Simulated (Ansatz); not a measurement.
# AgCl: pressure against volume per atom

All results are calculated (Ansatz 0.2.0). Periodic Kohn-Sham DFT of a crystal at fixed atoms; pressure and stress are positive in compression; the energy is the free energy less that of spherical unpolarised free atoms; site moments are those in the method's own spheres, positive along +z.

Cell of the first row (space group Fm-3m, No. 225):
```
cell vectors (Å)
   0.0000     2.7165     2.7165
   2.7165     0.0000     2.7165
   2.7165     2.7165     0.0000
atoms (fractions of the cell vectors)
Ag  0.50000  0.50000  0.50000
Cl  0.00000  0.00000  0.00000
```

Settings of every row: method frozen-core PAW; functional LDA; relativity scalar; k mesh 8x8x8; filling fermi-dirac; smearing width 0.02 eV; wave cutoff 420 eV; paw set soft_2.

Atom start moment: 0 on all atoms.

Limits: PAW files made with PBE.

```
row  volume per atom (Å³)  pressure (GPa)
  1                20.047          -2.718
  2                20.473          -3.807
  3                  20.9          -4.753
  4                21.113               ?
  5                21.327          -5.574
  6                 21.54          -5.942
  7                21.753          -6.283
  8                 22.18          -6.895
  9                22.606          -7.422
```

Question: what pressure should row 4 give?

Worked fit of pressure. Take u = (V_r/V)^(2/3) − 1 with V_r = 21.434 Å³ an atom, which is twice the finite (Eulerian) strain; such expansions in the strain, on which the Birch-Murnaghan equation of state is built, carry the rest volume and the bulk modulus. The shown rows have u = 0.04561, 0.03105, 0.01696, 0.00334, -0.00328, -0.0098, -0.02255, -0.03487. Least squares give pressure = −5.7621 + 55.398 × u + 234.49 × u² + 311 × u³ GPa; a parabola predicts inner rows, each left out in turn, worse (root mean square 0.005 against 0.00082 GPa). The rows lie off it by 0.000, 0.000, 0.001, 0.000, -0.001, 0.000, 0.001, 0.000. The withheld row has u = 0.01011, so the fit gives −5.7621 + 55.398 × (0.01011) + 234.49 × (0.01011)² + 311 × (0.01011)³ = -5.178 GPa.

The calculation gave -5.179 GPa. The fit lies 0.001 GPa (0.021 % of the column's range) above it, one unit of the last digit.
